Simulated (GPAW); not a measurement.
# AlRu (Pm-3m) in GPAW: settings compared

The runs below take AlRu through optical spectrum, with PBE, RPBE, LDA.

Everything below comes from runs of GPAW 26.7.0. Logs are shortened: lines on timing, memory, paths and dates and some standing lists are left out, and cuts for length are marked. The log counts tension as positive stress, the text compression.

## Step 1: Starting point

Symmetry: Pm-3m, No. 221, cubic system. The conventional cell has a = 2.992 Å, b = 2.992 Å, c = 2.992 Å, α = 90.00°, β = 90.00°, γ = 90.00°. Ru (site symmetry m-3m) is surrounded by 8 Al at 2.59 Å. Al (site symmetry m-3m) is surrounded by 8 Ru at 2.59 Å.

## Step 2: Optical spectrum, PBE

File run.py:

```python
from ase.dft.bandgap import bandgap
from ase.io import read, write
from gpaw import GPAW, PW
from gpaw.response.df import DielectricFunction

atoms = read('POSCAR')

calc = GPAW(mode=PW(400),
            xc='PBE',
            kpts={'size': (7, 7, 7), 'gamma': True},
            occupations={'name': 'fermi-dirac', 'width': 0.05},
            nbands=20,
            convergence={'density': 1e-06},
            maxiter=150,
            txt='gpaw.txt')
atoms.calc = calc
energy = atoms.get_potential_energy()
calc.write('gs.gpw')
write('result.traj', atoms)
print(f'Energy: {energy:.6f} eV')
print('Fermi level:', round(calc.get_fermi_level(), 4), 'eV')
print(f'Gap: {bandgap(calc)[0]:.4f} eV, direct: {bandgap(calc, direct=True)[0]:.4f} eV')

dense = calc.fixed_density(kpts={'size': (22, 22, 22), 'gamma': True},
                           nbands=36, convergence={'bands': 30, 'eigenstates': 1e-7},
                           update_fermi_level=True, txt='dense.txt')
dense.write('dense.gpw', mode='all')

df = DielectricFunction('dense.gpw', frequencies={'type': 'nonlinear', 'domega0': 0.05, 'omega2': 10},
                        eta=0.1, ecut=50, nbands=30, rate='eta', txt='df.txt')
for direction in ['x']:
    df.get_dielectric_function(xc='RPA', direction=direction, filename=f'df_{direction}.csv')
```

File POSCAR:

```
AlRu
1.0
    2.9916000000      0.0000000000      0.0000000000
    0.0000000000      2.9916000000      0.0000000000
    0.0000000000      0.0000000000      2.9916000000
Ru Al
1 1
Direct
    0.5000000000      0.5000000000      0.5000000000
    0.0000000000      0.0000000000      0.0000000000
```

Potentials or basis: GPAW PAW data sets (gpaw-data 1.2.1), pw.

Command:

```bash
> OMP_NUM_THREADS=1 python run.py
```

gpaw.txt:

```text
__  _  _
 | _ |_)|_||  |
 |__||  | ||/\| - 26.7.0

Input parameters:
  mode=PW(ecut=400.0),
  convergence={'density': 1e-06},
  kpts=MonkhorstPack(size=(7, 7, 7), gamma=True),
  maxiter=150,
  nbands=20,
  occupations=Occupations(name='fermi-dirac', width=0.05),
  xc=XC(name='PBE')

Diagonalizing LCAO Hamiltonian
Converting LCAO to pw mode
   .------.
  /|      |
 * |      |
 | |  Ru  |
 | .------.
 |/      /
 Al-----*

Atoms  # Å, Bohr magnetons
|   | symbol |        x |        y |        z |    initial magnetic moments |
|---|--------|----------|----------|----------|-----------------------------|
| 0 |     Ru | 1.495800 | 1.495800 | 1.495800 | ( 0.0000,  0.0000,  0.0000) |
| 1 |     Al | 0.000000 | 0.000000 | 0.000000 | ( 0.0000,  0.0000,  0.0000) |

Unit cell  # Å
| periodic |        x |        y |        z |  lengths |    angles |
|----------|----------|----------|----------|----------|-----------|
|      yes | 2.991600 | 0.000000 | 0.000000 | 2.991600 | 90.000000 |
|      yes | 0.000000 | 2.991600 | 0.000000 | 2.991600 | 90.000000 |
|      yes | 0.000000 | 0.000000 | 2.991600 | 2.991600 | 90.000000 |

Number of symmetries: 48
Symmetry operations  # r_c * U_cc + t_c -> r_c
|    | kind |            matrix            |
|----|------|------------------------------|
|  0 |  E   |  1, 0, 0,  0, 1, 0,  0, 0, 1 |
|  1 |  σ   |  1, 0, 0,  0, 1, 0,  0, 0,-1 |
|  2 |  σ   |  1, 0, 0,  0, 0, 1,  0, 1, 0 |
|  3 |  C4  |  1, 0, 0,  0, 0, 1,  0,-1, 0 |
|  4 |  C4  |  1, 0, 0,  0, 0,-1,  0, 1, 0 |
|  5 |  σ   |  1, 0, 0,  0, 0,-1,  0,-1, 0 |
|  6 |  σ   |  1, 0, 0,  0,-1, 0,  0, 0, 1 |
|  7 |  C2  |  1, 0, 0,  0,-1, 0,  0, 0,-1 |
|  8 |  σ   |  0, 1, 0,  1, 0, 0,  0, 0, 1 |
|  9 |  C2  |  0, 1, 0,  1, 0, 0,  0, 0,-1 |
| 10 |  C3  |  0, 1, 0,  0, 0, 1,  1, 0, 0 |
| 11 |  S6  |  0, 1, 0,  0, 0, 1, -1, 0, 0 |
| 12 |  S6  |  0, 1, 0,  0, 0,-1,  1, 0, 0 |
| 13 |  C3  |  0, 1, 0,  0, 0,-1, -1, 0, 0 |
| 14 |  C4  |  0, 1, 0, -1, 0, 0,  0, 0, 1 |
| 15 |  S4  |  0, 1, 0, -1, 0, 0,  0, 0,-1 |
| 16 |  C3  |  0, 0, 1,  1, 0, 0,  0, 1, 0 |
| 17 |  S6  |  0, 0, 1,  1, 0, 0,  0,-1, 0 |
| 18 |  σ   |  0, 0, 1,  0, 1, 0,  1, 0, 0 |
| 19 |  C4  |  0, 0, 1,  0, 1, 0, -1, 0, 0 |
| 20 |  C2  |  0, 0, 1,  0,-1, 0,  1, 0, 0 |
| 21 |  S4  |  0, 0, 1,  0,-1, 0, -1, 0, 0 |
| 22 |  S6  |  0, 0, 1, -1, 0, 0,  0, 1, 0 |
| 23 |  C3  |  0, 0, 1, -1, 0, 0,  0,-1, 0 |
| 24 |  S6  |  0, 0,-1,  1, 0, 0,  0, 1, 0 |
| 25 |  C3  |  0, 0,-1,  1, 0, 0,  0,-1, 0 |
| 26 |  C4  |  0, 0,-1,  0, 1, 0,  1, 0, 0 |
| 27 |  σ   |  0, 0,-1,  0, 1, 0, -1, 0, 0 |
| 28 |  S4  |  0, 0,-1,  0,-1, 0,  1, 0, 0 |
| 29 |  C2  |  0, 0,-1,  0,-1, 0, -1, 0, 0 |
| 30 |  C3  |  0, 0,-1, -1, 0, 0,  0, 1, 0 |
| 31 |  S6  |  0, 0,-1, -1, 0, 0,  0,-1, 0 |
| 32 |  C4  |  0,-1, 0,  1, 0, 0,  0, 0, 1 |
| 33 |  S4  |  0,-1, 0,  1, 0, 0,  0, 0,-1 |
| 34 |  S6  |  0,-1, 0,  0, 0, 1,  1, 0, 0 |
| 35 |  C3  |  0,-1, 0,  0, 0, 1, -1, 0, 0 |
| 36 |  C3  |  0,-1, 0,  0, 0,-1,  1, 0, 0 |
| 37 |  S6  |  0,-1, 0,  0, 0,-1, -1, 0, 0 |
| 38 |  σ   |  0,-1, 0, -1, 0, 0,  0, 0, 1 |
| 39 |  C2  |  0,-1, 0, -1, 0, 0,  0, 0,-1 |
| 40 |  σ   | -1, 0, 0,  0, 1, 0,  0, 0, 1 |
| 41 |  C2  | -1, 0, 0,  0, 1, 0,  0, 0,-1 |
| 42 |  C2  | -1, 0, 0,  0, 0, 1,  0, 1, 0 |
| 43 |  S4  | -1, 0, 0,  0, 0, 1,  0,-1, 0 |
| 44 |  S4  | -1, 0, 0,  0, 0,-1,  0, 1, 0 |
| 45 |  C2  | -1, 0, 0,  0, 0,-1,  0,-1, 0 |
| 46 |  C2  | -1, 0, 0,  0,-1, 0,  0, 0, 1 |
| 47 |  i   | -1, 0, 0,  0,-1, 0,  0, 0,-1 |

BZ-sampling:
  Number of BZ points: 343
  Number of IBZ points: 20

  Monkhorst-Pack size: [7, 7, 7]
  Monkhorst-Pack shift: [0, 0, 0]

K-points  # in reciprocal-cell coordinates
|     |                                coordinates |     weight |
|-----|--------------------------------------------|------------|
|   0 | (  0.00000000,   0.00000000,   0.00000000) | 0.00291545 |
|   1 | (  0.14285714,   0.00000000,   0.00000000) | 0.01749271 |
|   2 | (  0.14285714,   0.14285714,   0.00000000) | 0.03498542 |
|   3 | (  0.14285714,   0.14285714,   0.14285714) | 0.02332362 |
|   4 | (  0.28571429,   0.00000000,   0.00000000) | 0.01749271 |
|   5 | (  0.28571429,   0.14285714,   0.00000000) | 0.06997085 |
|   6 | (  0.28571429,   0.14285714,   0.14285714) | 0.06997085 |
|   7 | (  0.28571429,   0.28571429,   0.00000000) | 0.03498542 |
|   8 | (  0.28571429,   0.28571429,   0.14285714) | 0.06997085 |
|   9 | (  0.28571429,   0.28571429,   0.28571429) | 0.02332362 |
| ... |                                            |            |
|  19 | (  0.42857143,   0.42857143,   0.42857143) | 0.02332362 |

Plane wave coefficients: 497
Cutoff: 400.0 eV

Spin-components: 1 (collinear spins)
Bands:           20
Projectors:      11
Spin-degeneracy: 2
Datatype:        complex128

Parallelization:
  kpt:    1
  domain: 1
  band:   1

Density:
  Valence electrons: 19.0
  Components: 1
  Grid points: [14 14 14]
  Charge: 0.0  # |e|

Potential:
  Grid points: [14 14 14]

species:
  Ru:
    name:    Ruthenium
    Z:       44.0
    valence: 16
    core:    28
    charge:  0.0  # [|e|]
    compensation charges:
      type: gauss
      rc: 0.39  # [Å]
      lmax: 2
    cutoffs:
      filter: 2.16  # [Å]
      core: 1.30  # [Å]
    projectors
    | kind |    occ | energy [eV] | rcut [Å] |
    |------|--------|-------------|----------|
    |   4s |  2.000 |     -76.316 |    1.281 |
    |   5s |  1.000 |      -4.236 |    1.281 |
    |   4p |  6.000 |     -46.423 |    1.286 |
    |   5p |  0.000 |      -0.913 |    1.286 |
    |   4d |  7.000 |      -5.203 |    1.254 |
    |    d |        |      22.008 |    1.254 |

    Using partial waves for Ru as LCAO basis

  Al:
    name:    Aluminium
    Z:       13.0
    valence: 3
    core:    10
    charge:  0.0  # [|e|]
    compensation charges:
      type: gauss
      rc: 0.34  # [Å]
      lmax: 2
    cutoffs:
      filter: 1.91  # [Å]
      core: 2.36  # [Å]
    projectors
    | kind |    occ | energy [eV] | rcut [Å] |
    |------|--------|-------------|----------|
    |   3s |  2.000 |      -7.753 |    1.085 |
    |   3p |  1.000 |      -2.712 |    1.085 |
    |    s |        |      19.459 |    1.085 |
    |    p |        |      24.499 |    1.085 |
    |    d |        |       0.000 |    1.085 |

    Using partial waves for Al as LCAO basis

Reference energy: -129848.548248  # eV

eigensolver:
  PPCG
  Converge bands: occupied
  niter=2

density mixing:
  MSR1-Mixer
  Pratt-step length: 0.05
  Maximum mixing coefficient: 0.75
  Old densities: 10
  SVD Regularization: 0.005
  Good broyden scale: 1.0
  Trust region scale: 1.0
  Backstep threshold: 4.0
  History deletion threshold: 6.0
  Fourier metric: weight=20.0, sigma=0.015

occupation numbers:
  Fermi-Dirac:
    width: 0.0500  # eV

poisson solver:
  ecut: 3200.0  # eV

xc functional:
  name: PBE with 2 nearest neighbor stencil

convergence criteria:
- Maximum integral of absolute [dens]ity change: 1e-06 electrons / valence electron
- Maximum [total energy] change in last 3 cyles: 0.0005 eV / valence electron
- Maximum integral of absolute [eigenst]ate change: 4e-08 eV^2 / valence electron
maximum number of iterations: 150

SCF iterations
|iter     | |      energy | eigst |  dens |
|---------|-|-------------|-------|-------|
|iter:   1| |  -15.241575 | +0.29 |       |
|iter:   2| |  -14.946720 | -2.64 | -1.01 |
|iter:   3| |  -14.372889 | -1.79 | -1.08 |
|iter:   4| |  -14.362273 | -3.59 | -1.71 |
|iter:   5| |  -14.362447 | -3.62 | -1.91 |
|iter:   6| |  -14.362421c| -5.15 | -2.81 |
|iter:   7| |  -14.362445c| -5.71 | -3.24 |
|iter:   8| |  -14.362443c| -8.10c| -4.20 |
|iter:   9| |  -14.362442c| -7.69c| -4.67 |
|iter:  10| |  -14.362442c| -8.76c| -5.91 |
|iter:  11| |  -14.362442c| -9.50c| -6.40c|

Converged in 11 steps
Energy contributions relative to reference atoms: (reference = -129848.548248)

Energy contributions:
  Kinetic:           6.291216
  Coulomb:          -6.225475
  Zero:             -0.212512
  External:          0.000000
  Xc:              -14.206763
  Entropy:          -0.017817
  Spinorbit:         0.000000
  ----------------------------
  Free energy:     -14.371350
  Extrapolated:    -14.362442

dipole moment: (-5.107367, -5.107367, -5.107367)  # |e|*Ang

Fermi level: 10.540
Eigenvalues  # (at kpt = [0.000, 0.000, 0.000])
| band index |      eig [eV] | occ [0-2] |
|------------|---------------|-----------|
|          0 |       -61.273 |     2.000 |
|          1 |       -31.261 |     2.000 |
|          2 |       -31.261 |     2.000 |
|          3 |       -31.261 |     2.000 |
|          4 |         0.842 |     2.000 |
|          5 |         6.951 |     2.000 |
|          6 |         6.951 |     2.000 |
|          7 |        10.693 |     0.089 |
|          8 |        10.693 |     0.089 |
|          9 |        10.693 |     0.089 |
|         10 |        16.590 |     0.000 |
|         11 |        16.590 |     0.000 |
|         12 |        16.590 |     0.000 |
|         13 |        21.434 |     0.000 |
|         14 |        21.434 |     0.000 |
|        ... |               |           |
|         19 |        32.168 |     0.000 |

No gap
No difference between direct/indirect transitions
# Writing to gs.gpw (mode='')
```

It took 2 min on 1 thread of Arm Neoverse V1, shared host; peak memory 0.41 GiB.

Results:

| Quantity | Value |
| --- | --- |
| Free energy | -14.3714 eV |
| Band gap on the k mesh | none (metal or under the smearing width) |

Dielectric function (mean over the directions given):
```tsv
energy (eV)	real part	imaginary part
0.67	-114.80	44.77
1.26	-26.29	7.44
1.89	-3.94	4.90
2.54	2.87	9.59
3.17	0.59	10.65
3.76	0.55	10.80
4.44	-1.94	6.25
5.01	-0.11	3.85
5.68	3.03	3.50
6.31	5.26	6.26
6.87	0.49	7.17
7.55	2.55	5.94
8.16	1.48	8.45
8.80	-0.85	8.18
9.47	-3.13	6.46
10.16	-2.60	4.93
10.78	-3.58	3.50
11.41	-2.78	2.53
12.08	-2.45	1.98
12.65	-2.02	1.50
13.36	-1.43	1.26
13.97	-1.32	1.32
14.61	-1.20	1.03
15.26	-0.98	0.83
15.94	-0.81	0.74
16.64	-0.64	0.64
17.36	-0.51	0.47
18.12	-0.32	0.48
18.90	-0.20	0.47
19.87	-0.07	0.38
```

Caveat: the intraband term hangs on this k mesh; the long-wavelength limit can be off by several per cent where d states take part; independent-particle spectra lack excitons.

## Step 3: Optical spectrum, RPBE

run.py, as its differences from that of step 2:

```diff
@@ -8,3 +8,3 @@
 calc = GPAW(mode=PW(400),
-            xc='PBE',
+            xc='RPBE',
             kpts={'size': (7, 7, 7), 'gamma': True},
```

POSCAR is that of step 2.

Potentials or basis: the program's PAW data sets (release 1.2.1) made for this functional, pw.

Command:

```bash
> OMP_NUM_THREADS=1 python run.py
```

gpaw.txt:

```text
__  _  _
 | _ |_)|_||  |
 |__||  | ||/\| - 26.7.0

Input parameters:
  mode=PW(ecut=400.0),
  convergence={'density': 1e-06},
  kpts=MonkhorstPack(size=(7, 7, 7), gamma=True),
  maxiter=150,
  nbands=20,
  occupations=Occupations(name='fermi-dirac', width=0.05),
  xc=XC(name='RPBE')

Diagonalizing LCAO Hamiltonian
Converting LCAO to pw mode
   .------.
  /|      |
 * |      |
 | |  Ru  |
 | .------.
 |/      /
 Al-----*

Atoms  # Å, Bohr magnetons
|   | symbol |        x |        y |        z |    initial magnetic moments |
|---|--------|----------|----------|----------|-----------------------------|
| 0 |     Ru | 1.495800 | 1.495800 | 1.495800 | ( 0.0000,  0.0000,  0.0000) |
| 1 |     Al | 0.000000 | 0.000000 | 0.000000 | ( 0.0000,  0.0000,  0.0000) |

Unit cell  # Å
| periodic |        x |        y |        z |  lengths |    angles |
[... 197 lines left out ...]
|iter:   6| |  -13.435216c| -5.18 | -2.84 |
|iter:   7| |  -13.435248c| -5.69 | -3.25 |
|iter:   8| |  -13.435246c| -8.00c| -4.19 |
|iter:   9| |  -13.435246c| -7.62c| -4.68 |
|iter:  10| |  -13.435246c| -8.51c| -5.81 |
|iter:  11| |  -13.435246c| -9.32c| -6.41c|

Converged in 11 steps
Energy contributions relative to reference atoms: (reference = -129859.686431)

Energy contributions:
  Kinetic:           6.821456
  Coulomb:          -6.701267
  Zero:             -0.206845
  External:          0.000000
  Xc:              -13.339746
  Entropy:          -0.017686
  Spinorbit:         0.000000
  ----------------------------
  Free energy:     -13.444089
  Extrapolated:    -13.435246

dipole moment: (-5.093019, -5.093019, -5.093019)  # |e|*Ang

Fermi level: 10.629
Eigenvalues  # (at kpt = [0.000, 0.000, 0.000])
| band index |      eig [eV] | occ [0-2] |
|------------|---------------|-----------|
|          0 |       -61.189 |     2.000 |
|          1 |       -31.181 |     2.000 |
|          2 |       -31.181 |     2.000 |
|          3 |       -31.181 |     2.000 |
|          4 |         0.948 |     2.000 |
|          5 |         7.045 |     2.000 |
|          6 |         7.045 |     2.000 |
|          7 |        10.780 |     0.092 |
|          8 |        10.780 |     0.092 |
|          9 |        10.780 |     0.092 |
|         10 |        16.722 |     0.000 |
|         11 |        16.722 |     0.000 |
|         12 |        16.722 |     0.000 |
|         13 |        21.507 |     0.000 |
|         14 |        21.507 |     0.000 |
|        ... |               |           |
|         19 |        32.332 |     0.000 |

No gap
No difference between direct/indirect transitions
# Writing to gs.gpw (mode='')
```

df.txt:

```text
NonLinearFrequencyDescriptor(from 0.000 to 114.890 eV, 400 points)
NonLinearFrequencyDescriptor(from 0.000 to 114.890 eV, 400 points)

Calculating chi0 body with:
    Ground state adapter containing:
    Number of spins: 1
    Number of kpoints: 10648
    Number of irreducible kpoints: 364
    Number of completely occupied states: 7
    Number of partially occupied states: 10

    Linear response parametrization:
    q_c: [0.0, 0.0, 0.0]
    Number of frequency points: 400
[... 43 lines left out ...]
    Number of kpoints: 10648
    Number of irreducible kpoints: 364
    Number of completely occupied states: 7
    Number of partially occupied states: 10

Symmetries of q_c:
    Direct symmetries (Uq -> q): 48
    Indirect symmetries (TUq -> q): 0
In total 48 allowed symmetries.

Integral kind: intraband
Plasma frequency:
[[7.37+0.j 0.  +0.j 0.  +0.j]
 [0.  +0.j 7.37+0.j 0.  +0.j]
 [0.  +0.j 0.  +0.j 7.37+0.j]]

Finished calculating chi0
```

It took 2 min on 1 thread of Arm Neoverse V1, shared host; peak memory 0.41 GiB.

What came out:

- Free energy: -13.4441 eV
- Band gap on the k mesh: none (metal or under the smearing width)

Dielectric function (mean over the directions given):
```tsv
energy (eV)	real part	imaginary part
0.67	-114.11	44.53
1.54	-13.05	4.66
2.54	2.94	9.50
3.56	1.19	9.53
4.44	-1.96	6.23
5.38	1.52	3.10
6.39	5.23	7.13
7.38	1.90	5.73
8.25	1.12	8.36
9.27	-2.99	7.54
10.26	-2.80	5.04
11.31	-2.95	2.62
12.19	-2.33	1.92
13.24	-1.56	1.26
14.22	-1.30	1.22
15.26	-0.98	0.82
16.21	-0.75	0.69
17.36	-0.52	0.48
18.58	-0.22	0.45
19.87	-0.07	0.39
```

Caveat: the intraband term hangs on this k mesh; the long-wavelength limit can be off by several per cent where d states take part; independent-particle spectra lack excitons.

[end of part 1 of 2]
